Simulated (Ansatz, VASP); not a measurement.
**Two plane-wave programs on Te**

INCAR

```
PREC     = Accurate       # precision mode
ENCUT    = 520            # plane-wave cutoff, eV
EDIFF    = 1E-7           # SCF threshold, eV
ISMEAR   = -1             # smearing method
SIGMA    = 0.05           # smearing width, eV
LREAL    = F              # projectors in reciprocal space
LASPH    = T              # aspherical terms in the spheres
NELM     = 80             # most SCF steps
ALGO     = Normal         # electronic algorithm
ISIF     = 2              # what is computed and relaxed
LWAVE    = F              # write WAVECAR
LCHARG   = F              # write CHGCAR
GGA      = PS             # functional
NBANDS   = 16             # bands
```

File KPOINTS:

```
Automatic mesh
0
Gamma
  7 7 5
```

File POSCAR:

```
Te
1.0
    4.4834975484      0.0000000000      0.0000000000
   -2.2417487742      3.8828227747      0.0000000000
    0.0000000000      0.0000000000      5.9632329314
Te
3
Direct
    0.7310000000      0.7310000000      0.0000000000
    0.0000000000      0.2690000000      0.6666666667
    0.2690000000      0.0000000000      0.3333333333
```

File input.yaml:

```yaml
crystal:
  lattice:
    - [4.4834975484, 0.0, 0.0]
    - [-2.2417487742, 3.8828227747, 0.0]
    - [0.0, 0.0, 5.9632329314]
  atoms:
    - { symbol: Te, position: [0.731, 0.731, 0.0] }
    - { symbol: Te, position: [0.0, 0.269, 0.6666666667] }
    - { symbol: Te, position: [0.269, 0.0, 0.3333333333] }
hamiltonian:
  xc: pbesol
  pseudopotentials: { kind: paw }
kpoints:
  mp_grid: { grid: [7, 7, 5] }
scf:
  occupations: { method: fermi_dirac, width: 0.05 }
output:
  forces: true
  stress: true
  eigenvalues: true
```

Change from the starting cell: volume scaled by 1.02.

Alike in both runs: task single point; functional PBEsol; k mesh 7 × 7 × 5; occupations fermi-dirac, width 0.05 eV; no spin polarisation.

|  | VASP | Ansatz |
| --- | --- | --- |
| version | VASP 6.6.1 | Ansatz 0.2.0 |
| potentials or method | VASP PAW PBE potentials, release 64 (Te) | Ansatz PAW |
| plane-wave cutoff (eV) | 520 | 420 |
| valence electrons in the cell | 18 | 48 |

Ansatz gave:

```
gap on the k mesh at the Fermi level (eV)       : 0.60
least direct gap on the mesh (eV)               : 0.76
pressure (GPa)                                  : -1.8
largest component of the traceless stress (GPa) : 0.12
rms of the force components (eV/Å)              : 0.002
```

Q: Estimate VASP's values.

A: gap on the k mesh at the Fermi level (eV): 0.59; least direct gap on the mesh (eV): 0.75; pressure (GPa): -1.8; largest component of the traceless stress (GPa): 0.08; rms of the force components (eV/Å): 0.013.

Atom by atom the forces differ by 0.011 eV/Å (rms over components). The two sets of potentials don't hold the same shells in valence.

Caveats: spin-orbit coupling is left out, which moves the levels of the heavy elements; the PAW data sets were made with another functional, which shifts forces and pressure a little (VASP); an odd mesh through Γ misses points on the zone boundary, where band edges often lie (VASP); odd divisions of the mesh miss points on the zone boundary, where band edges often lie, so the gap on the mesh can be too wide (Ansatz); the PAW data sets come from PBE, with cores solved anew for the run's functional, which leaves a small shift of forces and pressure (Ansatz).
